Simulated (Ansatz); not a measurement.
## Sb under changes of volume

One of the cells (32.896 Å³/atom); the others are scaled copies at fixed shape and fractional positions:

```
CELL_PARAMETERS angstrom
-4.03001 4.03001 2.02549
4.03001 -4.03001 2.02549
4.03001 4.03001 -2.02549
ATOMIC_POSITIONS crystal
Sb 0.65126 0.15126 0.80253
Sb 0.15126 0.34874 0.50000
Sb 0.34874 0.84874 0.19747
Sb 0.84874 0.65126 0.50000
```

This isn't the form of Sb at room conditions, which is rhombohedral.

| Property | Result |
| --- | --- |
| Program | Ansatz 0.2.0 |
| Functional | PBEsol |
| Potentials or basis | Ansatz PAW |
| Cutoff | 420 eV (not typed: the program's choice for these potentials) |
| k mesh | 7 × 7 × 7 |
| Occupations | fermi-dirac, width 0.05 eV |
| Spin | no spin polarisation |

```csv
volume (Å³/atom),energy over the lowest point (meV/atom),pressure (GPa),largest force (eV/Å)
30.922,12.16,2.8,0.061
31.580,3.53,1.5,0.023
32.238,0.00,0.3,0.012
32.896,1.03,-0.7,0.044
33.554,6.13,-1.7,0.074
34.212,?,?,?
34.870,26.82,-3.2,0.126
```

What does the run at 34.212 Å³/atom give?

Energy over the lowest point 14.87 meV/atom; pressure -2.5 GPa; largest force 0.101 eV/Å.

Worked out: A Birch-Murnaghan fit of order 3 (a polynomial in V^(-2/3)) to the other rows has its minimum at 32.41 Å³/atom with B0 = V·E''(V) = 53 GPa and B' = 4.6 at fixed shape and positions, which overstates the stiffness. It gives 14.85 meV/atom at 34.212 Å³/atom, against the run's 14.87, and -dE/dV = -2.5 GPa, against -2.5.

Energies are extrapolated to zero smearing.

Caveats: the PAW data sets come from PBE, with cores solved anew for the run's functional, which leaves a small shift of forces and pressure.
